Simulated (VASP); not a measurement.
**What goes wrong when the modes of SiO2 (Quartz) are computed with a bad input**

Aim: see how common mistakes in a phonon run show up, on SiO2 (Quartz). The starting structure is a measured crystal structure from the Crystallography Open Database.

Main program and level: VASP 6.6.1; Kohn-Sham DFT with plane waves and PAW; LDA.

### 1. Set-up

It takes space group P3_221 (No. 154, trigonal). Conventional cell: a = 4.921 Å, b = 4.921 Å, c = 5.409 Å, α = 90.00°, β = 90.00°, γ = 120.00°. Si has 4 O at 1.61 Å nearest. O has 2 Si at 1.61 Å nearest. Farther neighbours and most contacts between anions are not listed.

### 2. Reference modes

The cell comes from a relaxation at this level, not shown (110.57 Å³).

The input, INCAR:

```
SYSTEM = SiO2
PREC = Accurate
ENCUT = 520
EDIFF = 1E-08
NELM = 100
ISMEAR = 0
SIGMA = 0.03
LREAL = .FALSE.
ALGO = Normal
GGA = CA
NBANDS = 33
LORBIT = 11
LWAVE = .FALSE.
LCHARG = .FALSE.
KPAR = 16
IBRION = 6
NFREE = 2
POTIM = 0.015
NSW = 1
ISIF = 2
```

The input, POSCAR:

```
SiO2
1.0
    4.8736383992      0.0000000000      0.0000000000
   -2.4368191996      4.2206946626      0.0000000000
    0.0000000000      0.0000000000      5.3751250363
Si O
3 6
Direct
    0.5352916155      0.5352916155      0.0000000000
    0.0000000000      0.4647083845      0.3333333333
    0.4647083845      0.0000000000      0.6666666667
    0.1355646674      0.7239852289      0.5541618846
    0.8644353326      0.5884205616      0.1125047820
    0.5884205616      0.8644353326      0.8874952180
    0.7239852289      0.1355646674      0.4458381154
    0.2760147711      0.4115794384      0.2208285513
    0.4115794384      0.2760147711      0.7791714487
```

The input, KPOINTS:

```
Automatic mesh
0
Gamma
6 6 4
0 0 0
```

Potentials, in the order of the species: Si and O (LDA family, release 64).

Started as:

```sh
> mpirun -np 16 vasp_std
```

What it wrote:

```text
[banner, memory and clock lines left out]
running   16 mpi-ranks, on    1 nodes
 distrk:  each k-point on    1 cores,   16 groups
 distr:  one band on    1 cores,    1 groups

 POSCAR found type information on POSCAR SiO
 POSCAR found :  2 types and       9 ions
|                                                                             |
|           W    W    AA    RRRRR   N    N  II  N    N   GGGG   !!!           |
|           W    W   A  A   R    R  NN   N  II  NN   N  G    G  !!!           |
|           W    W  A    A  R    R  N N  N  II  N N  N  G       !!!           |
|           W WW W  AAAAAA  RRRRR   N  N N  II  N  N N  G  GGG   !            |
|           WW  WW  A    A  R   R   N   NN  II  N   NN  G    G                |
|           W    W  A    A  R    R  N    N  II  N    N   GGGG   !!!           |
|                                                                             |
|     For optimal performance we recommend to set                             |
|       NCORE = 2 up to number-of-cores-per-socket                            |
|     NCORE specifies how many cores store one orbital (NPAR=cpu/NCORE).      |
|     This setting can greatly improve the performance of VASP for DFT.       |
|     The default, NCORE=1 might be grossly inefficient on modern             |
|     multi-core architectures or massively parallel machines. Do your        |
|     Unfortunately you need to use the default for GW and RPA                |
|     calculations (for HF NCORE is supported but not extensively tested      |
|     yet).                                                                   |
|                                                                             |

 LDA part: xc-table for (Slater(with rela. corr.)+CA(PZ))
 , standard interpolation
 POSCAR, INCAR and KPOINTS ok, starting setup
 FFT: planning ... GRIDC
 FFT: planning ... GRID_SOFT
 FFT: planning ... GRID
 WAVECAR not read
 entering main loop
       N       E                     dE             d eps       ncg     rms          rms(c)
DAV:   1     0.267537346365E+03    0.26754E+03   -0.25357E+04  1584   0.135E+03
DAV:   2    -0.702377629229E+02   -0.33778E+03   -0.32783E+03  2030   0.310E+02
DAV:   3    -0.875482035414E+02   -0.17310E+02   -0.17249E+02  2014   0.742E+01
DAV:   4    -0.877351095563E+02   -0.18691E+00   -0.18673E+00  1984   0.872E+00
DAV:   5    -0.877380029734E+02   -0.28934E-02   -0.28920E-02  2008   0.106E+00    0.259E+01
DAV:   6    -0.781509067827E+02    0.95871E+01   -0.36650E+01  1889   0.322E+01    0.129E+01
DAV:   7    -0.780059501324E+02    0.14496E+00   -0.10130E+00  1952   0.501E+00    0.453E+00
DAV:   8    -0.779220535888E+02    0.83897E-01   -0.53811E-02  1967   0.167E+00    0.167E+00
DAV:   9    -0.779087944344E+02    0.13259E-01   -0.16821E-02  1967   0.935E-01    0.266E-01
DAV:  10    -0.779091429789E+02   -0.34854E-03   -0.19087E-03  1944   0.248E-01    0.946E-02
DAV:  11    -0.779090779224E+02    0.65057E-04   -0.52653E-04  1991   0.136E-01    0.216E-02
DAV:  12    -0.779090772940E+02    0.62840E-06   -0.12855E-05  1952   0.217E-02    0.637E-03
DAV:  13    -0.779090773669E+02   -0.72962E-07   -0.23388E-06  2000   0.852E-03    0.171E-03
DAV:  14    -0.779090774155E+02   -0.48545E-07   -0.68601E-08  1936   0.158E-03    0.814E-04
DAV:  15    -0.779090774208E+02   -0.53142E-08   -0.22853E-08  1528   0.803E-04
   1 F= -.77909077E+02 E0= -.77909077E+02  d E =-.108599E-17
[... from here on, the cycles between the ionic steps are left out ...]
   2 F= -.77903853E+02 E0= -.77903853E+02  d E =-.409121E-18
   3 F= -.77904002E+02 E0= -.77904002E+02  d E =-.131316E-16
   4 F= -.77903633E+02 E0= -.77903633E+02  d E =-.956484E-18
   5 F= -.77903633E+02 E0= -.77903633E+02  d E =-.339360E-16
   6 F= -.77907354E+02 E0= -.77907354E+02  d E =-.115570E-19
   7 F= -.77907421E+02 E0= -.77907421E+02  d E =-.115641E-15
   8 F= -.77905245E+02 E0= -.77905245E+02  d E =-.116221E-18
   9 F= -.77905246E+02 E0= -.77905246E+02  d E =-.114542E-16
  10 F= -.77906233E+02 E0= -.77906233E+02  d E =-.440327E-18
 Finite differences progress:
  Degree of freedom:   5/  5
  Displacement:        1/  2
  Total:               9/ 10
 bond charge predicted
       N       E                     dE             d eps       ncg     rms          rms(c)
DAV:   1    -0.779075738313E+02   -0.13408E-02   -0.33258E+00  5016   0.110E+01    0.609E-01
DAV:   2    -0.779075291551E+02    0.44676E-04   -0.38361E-02  6384   0.125E+00    0.199E-01
DAV:   3    -0.779062527015E+02    0.12765E-02   -0.27354E-03  6384   0.415E-01    0.735E-02
DAV:   4    -0.779061885716E+02    0.64130E-04   -0.82925E-04  6384   0.177E-01    0.520E-02
DAV:   5    -0.779061868319E+02    0.17397E-05   -0.48539E-05  6328   0.439E-02    0.301E-02
DAV:   6    -0.779061856637E+02    0.11683E-05   -0.38875E-06  6384   0.196E-02    0.913E-03
DAV:   7    -0.779061849812E+02    0.68250E-06   -0.15734E-06  6232   0.115E-02    0.195E-03
DAV:   8    -0.779061850159E+02   -0.34746E-07   -0.84698E-07  6360   0.611E-03    0.146E-03
DAV:   9    -0.779061850081E+02    0.77944E-08   -0.51127E-08  6272   0.219E-03
  11 F= -.77906185E+02 E0= -.77906185E+02  d E =-.257382E-17
 Finite differences progress:
  Degree of freedom:   5/  5
  Displacement:        2/  2
  Total:              10/ 10
```

Elapsed: 2.2 min, on 16 MPI ranks of Intel Xeon 6975P-C (Granite Rapids), shared host; peak memory 7.5 GiB; 28 min of CPU time.

Lines that name or quote the potential files are left out of all logs, and their timing lines are given in words.

From OUTCAR (step 2):

```text
ion  position               nearest neighbor table
   1  0.535  0.535  0.000-   5 1.61   6 1.61   8 1.61   9 1.61   2 3.04   2 3.04   3 3.04   3 3.04

  LATTYP: Found a hexagonal cell.
 ALAT       =     4.8736383992
 C/A-ratio  =     1.1028977934

 Subroutine GETGRP returns: Found  6 space group operations
 (whereof  2 operations were pure point group operations)

The static configuration has the point symmetry C_2 .
 The point group associated with its full space group is D_3 .

 Found     24 irreducible k-points:

   k-points           NKPTS =     24   k-points in BZ     NKDIM =     24   number of bands    NBANDS=     33

   dimension x,y,z NGX =    36 NGY =   36 NGZ =   40
   dimension x,y,z NGXF=    72 NGYF=   72 NGZF=   80

   ENCUT  =  520.0 eV  38.22 Ry    6.18 a.u.   9.06  9.06  9.99*2*pi/ulx,y,z

   NELECT =      48.0000    total number of electrons

 k-points in reciprocal lattice and weights: Automatic mesh
   0.00000000  0.00000000  0.00000000       0.007
   0.16666667  0.00000000  0.00000000       0.042
   0.33333333  0.00000000  0.00000000       0.042
   0.50000000  0.00000000  0.00000000       0.021
   0.16666667  0.16666667  0.00000000       0.042
   0.33333333  0.16666667  0.00000000       0.083
   0.33333333  0.33333333  0.00000000       0.014
   0.00000000  0.00000000  0.25000000       0.014
   0.16666667  0.00000000  0.25000000       0.042
[...]
0.33333333  0.16666667  0.50000000       0.083
   0.33333333  0.33333333  0.50000000       0.014

 average (electrostatic) potential at core
       1 -87.9148       2 -87.8823       3 -87.9397       4 -73.3302       5 -73.3052
       6 -73.3369       7 -73.3114       8 -73.3033       9 -73.3310

 E-fermi :   1.2069

 k-point     1 :       0.0000    0.0000    0.0000
  band No.  band energies     occupation
    ...
     20      -0.0170      2.00000
     21       0.0056      2.00000
     22       0.2084      2.00000
     23       0.7411      2.00000
     24       0.7492      2.00000
     25       6.8433      0.00000
     26      10.0533      0.00000
     27      10.0741      0.00000
     28      10.6690      0.00000
     29      10.7039      0.00000
    ...

 k-point     2 :       0.1667    0.0000    0.0000
  band No.  band energies     occupation
    ...
     20      -0.0557      2.00000
     21       0.0008      2.00000
     22       0.1531      2.00000
     23       0.7862      2.00000
     24       0.8217      2.00000
     25       7.2803      0.00000
     26      10.0977      0.00000
     27      10.1541      0.00000
     28      10.6389      0.00000
     29      10.7883      0.00000
    ...

 k-point     3 :       0.3333    0.0000    0.0000
  band No.  band energies     occupation
    ...
     20      -0.0785      2.00000
     21      -0.0042      2.00000
     22       0.2148      2.00000
     23       0.7899      2.00000
     24       0.9421      2.00000
     25       8.3019      0.00000
     26      10.1960      0.00000
     27      10.2258      0.00000
     28      10.7118      0.00000
     29      11.1280      0.00000
    ...

  Total       -0.0901837      0.1041306      0.2505314     -0.1147393      0.1721570     -0.0767709
  in kB       -1.3068106      1.5089090      3.6303374     -1.6626345      2.4946496     -1.1124525
  external PRESSURE =       1.2774786 kB  Pullay stress =       0.0000000 kB

  energy-cutoff  :      520.00
  volume of cell :      110.57
      direct lattice vectors                 reciprocal lattice vectors
     4.873638399  0.000000000  0.000000000     0.205185514  0.118463912  0.000000000
    -2.436819200  4.220694663  0.000000000     0.000000000  0.236927823  0.000000000
     0.000000000  0.000000000  5.375125036     0.000000000  0.000000000  0.186042184

 POSITION                                       TOTAL-FORCE (eV/Angst)
 -----------------------------------------------------------------------------------
      1.30441      2.25930      0.00000         0.009371     -0.019760      0.046149
     -1.13241      1.96139      1.79171        -0.000382     -0.175271     -0.220940
      2.26482      0.00000      3.58342        -0.071558     -0.088869     -0.097688
     -1.10353      3.05572      2.96369         0.104726      0.351166      0.388057
      2.77907      2.48354      0.60473        -0.029322     -0.009992     -0.049265
      0.76128      3.64852      4.77040        -0.031109     -0.003059     -0.030980
      3.19810      0.57218      2.39644         0.001203     -0.009056      0.014779
      0.34225      1.73715      1.18698         0.022607     -0.015738     -0.031623
      1.33329      1.16497      4.18814        -0.005534     -0.029420     -0.018489
 -----------------------------------------------------------------------------------
    total drift:                               -0.000073     -0.000550     -0.000207

  FREE ENERGIE OF THE ION-ELECTRON SYSTEM (eV)
  ---------------------------------------------------
  free  energy   TOTEN  =       -77.9061850081 eV

  energy  without entropy=      -77.9061850081  energy(sigma->0) =      -77.90618501

 Eigenvectors and eigenvalues of the dynamical matrix
 ----------------------------------------------------

   1 f  =   34.437866 THz   216.379493 2PiTHz 1148.723557 cm-1   142.423505 meV
             X         Y         Z           dx          dy          dz
      1.304409  2.259302  0.000000     0.081371   -0.044494    0.259824
     -1.132410  1.961392  1.791708     0.081364    0.044490   -0.259800
      2.264821  0.000000  3.583417     0.004305   -0.000008   -0.000023
     -1.103528  3.055721  2.978689     0.133329    0.332701    0.269294
      2.779071  2.483544  0.604727    -0.024007   -0.015450   -0.008818
      0.761276  3.648518  4.770398    -0.220048    0.310279   -0.278063
      3.198096  0.572177  2.396436    -0.220067   -0.310302    0.278086
      0.342252  1.737151  1.186981    -0.023941    0.015457    0.008769
      1.333291  1.164974  4.188144     0.133312   -0.332669   -0.269268

   2 f  =   34.437866 THz   216.379493 2PiTHz 1148.723557 cm-1   142.423505 meV
             X         Y         Z           dx          dy          dz
      1.304409  2.259302  0.000000    -0.044486    0.029989   -0.149982
     -1.132410  1.961392  1.791708     0.044498    0.029996   -0.150023
      2.264821  0.000000  3.583417     0.000000    0.107055    0.300005
     -1.103528  3.055721  2.978689    -0.106257   -0.207102   -0.165602
      2.779071  2.483544  0.604727     0.423498   -0.049834    0.316015
      0.761276  3.648518  4.770398    -0.128679    0.146274   -0.150414
      3.198096  0.572177  2.396436     0.128645    0.146226   -0.150371
      0.342252  1.737151  1.186981    -0.423501   -0.049832    0.316017
      1.333291  1.164974  4.188144     0.106278   -0.207154   -0.165644

   3 f  =   32.540894 THz   204.460468 2PiTHz 1085.447390 cm-1   134.578264 meV
             X         Y         Z           dx          dy          dz
      1.304409  2.259302  0.000000     0.137228    0.237686    0.000000
     -1.132410  1.961392  1.791708     0.137228   -0.237686   -0.000000
      2.264821  0.000000  3.583417    -0.274456   -0.000000    0.000000
     -1.103528  3.055721  2.978689     0.111322    0.259352    0.222143
      2.779071  2.483544  0.604727    -0.280267    0.033269   -0.222143
      0.761276  3.648518  4.770398     0.168945   -0.226084    0.222143
      3.198096  0.572177  2.396436     0.168945    0.226084   -0.222143
      0.342252  1.737151  1.186981    -0.280267   -0.033269    0.222143
      1.333291  1.164974  4.188144     0.111322   -0.259352   -0.222143

   4 f  =   32.398313 THz   203.564604 2PiTHz 1080.691397 cm-1   133.988596 meV
             X         Y         Z           dx          dy          dz
      1.304409  2.259302  0.000000    -0.090877    0.052468   -0.270084
     -1.132410  1.961392  1.791708     0.090877    0.052468   -0.270084
      2.264821  0.000000  3.583417    -0.000000   -0.104935   -0.270084
     -1.103528  3.055721  2.978689     0.136186    0.272257    0.178934
      2.779071  2.483544  0.604727     0.303875   -0.018188    0.178934
      0.761276  3.648518  4.770398     0.167689   -0.254069    0.178934
      3.198096  0.572177  2.396436    -0.167689   -0.254069    0.178934
      0.342252  1.737151  1.186981    -0.303875   -0.018188    0.178934
      1.333291  1.164974  4.188144    -0.136186    0.272257    0.178934

   5 f  =   32.085240 THz   201.597510 2PiTHz 1070.248412 cm-1   132.693832 meV
             X         Y         Z           dx          dy          dz
      1.304409  2.259302  0.000000    -0.064101    0.228465    0.053260
     -1.132410  1.961392  1.791708     0.064106    0.228466    0.053262
      2.264821  0.000000  3.583417     0.000001    0.339496   -0.106522
     -1.103528  3.055721  2.978689    -0.139573   -0.295377   -0.264129
      2.779071  2.483544  0.604727    -0.020781    0.036200   -0.010241
      0.761276  3.648518  4.770398     0.227755   -0.268454    0.274365
      3.198096  0.572177  2.396436    -0.227756   -0.268456    0.274368
      0.342252  1.737151  1.186981     0.020775    0.036200   -0.010236
      1.333291  1.164974  4.188144     0.139572   -0.295373   -0.264127

   6 f  =   32.085240 THz   201.597510 2PiTHz 1070.248412 cm-1   132.693832 meV
             X         Y         Z           dx          dy          dz
      1.304409  2.259302  0.000000     0.302487   -0.064105   -0.092251
     -1.132410  1.961392  1.791708     0.302486    0.064102    0.092250
      2.264821  0.000000  3.583417     0.191456   -0.000003    0.000001
     -1.103528  3.055721  2.978689    -0.056377   -0.212211   -0.164315
      2.779071  2.483544  0.604727    -0.387953    0.051862   -0.310900
      0.761276  3.648518  4.770398    -0.083300    0.155116   -0.146585
      3.198096  0.572177  2.396436    -0.083296   -0.155112    0.146581
      0.342252  1.737151  1.186981    -0.387954   -0.051863    0.310900
      1.333291  1.164974  4.188144    -0.056380    0.212216    0.164319

   7 f  =   23.724149 THz   149.063223 2PiTHz  791.352423 cm-1    98.115152 meV
             X         Y         Z           dx          dy          dz
      1.304409  2.259302  0.000000     0.405774    0.393336   -0.078494
     -1.132410  1.961392  1.791708    -0.405755    0.393436   -0.078461
      2.264821  0.000000  3.583417    -0.000077   -0.309418    0.156955
     -1.103528  3.055721  2.978689     0.126474   -0.000899   -0.071842
      2.779071  2.483544  0.604727    -0.137335   -0.203401    0.125231
      0.761276  3.648518  4.770398    -0.043465   -0.111555   -0.053387
      3.198096  0.572177  2.396436     0.043489   -0.111602   -0.053415
      0.342252  1.737151  1.186981     0.137336   -0.203399    0.125229
      1.333291  1.164974  4.188144    -0.126423   -0.000904   -0.071816

   8 f  =   23.724149 THz   149.063223 2PiTHz  791.352423 cm-1    98.115152 meV
             X         Y         Z           dx          dy          dz
      1.304409  2.259302  0.000000    -0.075100    0.405813    0.135918
     -1.132410  1.961392  1.791708    -0.075200   -0.405716   -0.135937
      2.264821  0.000000  3.583417     0.627654   -0.000038    0.000019
     -1.103528  3.055721  2.978689    -0.209670   -0.020423    0.103124
      2.779071  2.483544  0.604727    -0.007203    0.009511   -0.010624
      0.761276  3.648518  4.770398    -0.099013   -0.190362   -0.113779
      3.198096  0.572177  2.396436    -0.099003    0.190335    0.113766
      0.342252  1.737151  1.186981    -0.007170   -0.009561    0.010655
      1.333291  1.164974  4.188144    -0.209701    0.020423   -0.103141

   9 f  =   23.072636 THz   144.969649 2PiTHz  769.620305 cm-1    95.420714 meV
             X         Y         Z           dx          dy          dz
      1.304409  2.259302  0.000000    -0.454565    0.262443    0.158931
     -1.132410  1.961392  1.791708     0.454565    0.262443    0.158931
      2.264821  0.000000  3.583417    -0.000000   -0.524887    0.158931
     -1.103528  3.055721  2.978689     0.071238    0.011235   -0.105276
      2.779071  2.483544  0.604727     0.045349    0.056076   -0.105276
      0.761276  3.648518  4.770398    -0.025889   -0.067311   -0.105276
      3.198096  0.572177  2.396436     0.025889   -0.067311   -0.105276
      0.342252  1.737151  1.186981    -0.045349    0.056076   -0.105276
      1.333291  1.164974  4.188144    -0.071238    0.011235   -0.105276

  10 f  =   20.737043 THz   130.294684 2PiTHz  691.713300 cm-1    85.761480 meV
             X         Y         Z           dx          dy          dz
      1.304409  2.259302  0.000000     0.139731    0.009871    0.314762
     -1.132410  1.961392  1.791708    -0.139832    0.009778    0.315126
      2.264821  0.000000  3.583417     0.000030   -0.232284   -0.629888
     -1.103528  3.055721  2.978689     0.122954   -0.077324   -0.142985
      2.779071  2.483544  0.604727     0.212982   -0.022594    0.061522
      0.761276  3.648518  4.770398     0.002333    0.240851    0.081377
    [... 204 further lines ...]
      3.198096  0.572177  2.396436    -0.252379    0.160909   -0.000160
      0.342252  1.737151  1.186981    -0.250528    0.161269    0.001149
      1.333291  1.164974  4.188144    -0.251889    0.158720    0.001198

 ELASTIC MODULI CONTR FROM IONIC RELAXATION (kBar)
 Direction    XX          YY          ZZ          XY          YZ          ZX
 --------------------------------------------------------------------------------
 XX       -2811.3021   -850.8854  -1398.5823     -0.0000    383.2245      0.0000
 YY        -850.8854  -2811.3021  -1398.5823      0.0000   -383.2245     -0.0000
 ZZ       -1398.5823  -1398.5823  -2160.1247      0.0000      0.0000      0.0000
 XY          -0.0000      0.0000      0.0000   -980.2084      0.0000    383.2245
 YZ         383.2245   -383.2245      0.0000      0.0000  -1290.5327     -0.0000
 ZX           0.0000     -0.0000      0.0000    383.2245     -0.0000  -1290.5327
 --------------------------------------------------------------------------------

 total charge
# of ion       s       p       d       tot
------------------------------------------
    1        0.656   1.027   0.000   1.683
    2        0.656   1.027   0.000   1.683
    3        0.656   1.027   0.000   1.683
    4        1.541   3.684   0.000   5.225
    5        1.541   3.684   0.000   5.225
    6        1.541   3.684   0.000   5.225
    7        1.541   3.684   0.000   5.225
    8        1.541   3.684   0.000   5.225
    9        1.541   3.684   0.000   5.225
--------------------------------------------------
tot         11.212  25.187   0.000  36.399

[... 3 further parts left out ...]
```

The last energy, forces, stress and levels in OUTCAR belong to the last displaced cell, not to the cell of POSCAR.

Reference: the zone-centre modes are at the top E (8) 1148.7, A1 (4) 1085.4, A2 (4) 1080.7, E (7) 1070.2 cm⁻¹, at the bottom A1 (2) 337.6, E (2) 254.9, A1 (1) 223.5, E (1) 128.9 cm⁻¹, with 8 more of the listed ones between.

(Part 1 of 2 ends here.)

[Lines on the potential files, build, host, timing and source positions are cut from VASP's logs without a mark.]

[Logs are printed without paths, hosts, clocks, repeated set-up lines and the standing remarks that a program may print on its own settings, such as how far it seeks lower states.]

[Hosts, paths, dates, database ids (printed as entryN), source tags and the programs' standing remarks are cut or masked in the printed files.]
